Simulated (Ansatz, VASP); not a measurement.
## Bi2H3 in VASP and in Ansatz

```
Bi H
1.0
     4.63643    0.00000    0.00000
     0.00000    4.63643    0.00000
     0.00000    0.00000    4.63643
Bi H
2 3
Direct
  0.50000 0.50000 0.50000
  0.00000 0.00000 0.00000
  0.00000 0.50000 0.50000
  0.50000 0.00000 0.50000
  0.50000 0.50000 0.00000
```

Alike in both runs: task relaxation of cell and atoms; functional PBE; k mesh 4 × 4 × 4; occupations gaussian, width 0.1 eV; no spin polarisation.

|  | VASP | Ansatz |
| --- | --- | --- |
| version | VASP 6.6.1 | Ansatz 0.2.0 |
| potentials or method | VASP PAW PBE potentials, release 64 (Bi_d, H) | scalar-relativistic, plane waves, PAW |
| plane-wave cutoff (eV) | 600 | 420 |
| valence electrons in the cell | 33 | 33 |

|  | VASP | Ansatz | Ansatz less VASP |
| --- | --- | --- | --- |
| gap on the k mesh at the Fermi level, each at its own relaxed structure (eV) | none | none | - |
| relaxed volume (Å³/atom) | 15.98 | 16.09 | +0.103 |
| relaxed cell length with the largest relative difference (Å) | 4.307 | 4.317 | +0.0093 |
| energy change over the relaxation (meV/atom) | -101 | -101 | +0.2 |

A gap of «none» marks a metal or a gap that the smearing closes.

Caveats: the volume moved by over 15 % at a fixed basis, so the end points are rough (VASP); spin-orbit coupling is left out, which moves the levels of the heavy elements.
